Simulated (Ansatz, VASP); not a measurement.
# Two plane-wave programs on MgS

```
Mg S
1.0
     4.29554    0.00000    0.00000
    -2.14777    3.72005    0.00000
     0.00000    0.00000    5.28509
Mg S
2 2
Direct
  0.33333 0.66667 0.25000
  0.66667 0.33333 0.75000
  0.66667 0.33333 0.25000
  0.33333 0.66667 0.75000
```

Alike in both runs: task single point; functional PBE; k mesh 6 × 6 × 4; no spin polarisation.

```csv
,VASP,Ansatz
version,VASP 6.6.1,Ansatz 0.2.0
potentials or method,"VASP PAW PBE potentials, release 64 (Mg, S)","plane waves, PAW"
plane-wave cutoff (eV),520,420
occupations,"gaussian, width 0.01 eV",fixed
valence electrons in the cell,16,32
```

|  | VASP | Ansatz | Ansatz less VASP |
| --- | --- | --- | --- |
| gap on the k mesh at the Fermi level (eV) | 3.00 | 3.00 | +0.007 |

The two sets of potentials don't hold the same shells in valence.

A k mesh can miss the band edges. Expect the measured gap to be larger: semilocal functionals such as PBE lack the derivative discontinuity.
